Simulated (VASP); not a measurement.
MgSe: single point with PBE

The system is MgSe.

```
CELL_PARAMETERS angstrom
0.00000 2.75412 2.75412
2.75412 0.00000 2.75412
2.75412 2.75412 0.00000
ATOMIC_POSITIONS crystal
Mg 0.00000 0.00000 0.00000
Se 0.50000 0.50000 0.50000
```

The cell was built by a generator and needn't be a form met in nature.

```yaml
Program: VASP 6.6.1
Task: single point
Functional: PBE
Potentials_or_basis: VASP PAW PBE potentials, release 64 (Mg, Se)
Cutoff: 520 eV
k_mesh: 8 × 8 × 8
Occupations: gaussian, width 0.02 eV
Spin: no spin polarisation
```

* Pressure: -0.1 GPa
* Band gap on the k mesh: 1.75 eV, indirect (least direct gap 2.39 eV)

Levels at points of the mesh, in eV from the valence-band top:
| k point | band 1 | band 2 | band 3 | band 4 | band 5 | band 6 | band 7 | band 8 | band 9 |
| --- | --- | --- | --- | --- | --- | --- | --- | --- | --- |
| (0.00, 0.00, 0.00) | -12.77 | 0.00 | 0.00 | 0.00 | 2.39 | 7.42 | 7.42 | 7.42 | 9.91 |
| (0.50, 0.00, 0.00) | -11.73 | -4.78 | -0.55 | -0.55 | 3.79 | 6.06 | 6.06 | 8.38 | 11.23 |
| (0.50, 0.50, 0.00) | -11.43 | -4.10 | -1.71 | -1.71 | 1.75 | 4.05 | 11.45 | 11.89 | 11.89 |

Wall time 18 s on 1 thread of Intel(R) Xeon(R) Platinum 8488C (Sapphire Rapids) (shared host), peak memory 0.16 GiB.

A k mesh can miss the band edges. Expect the measured gap to be larger: semilocal functionals such as PBE lack the derivative discontinuity.
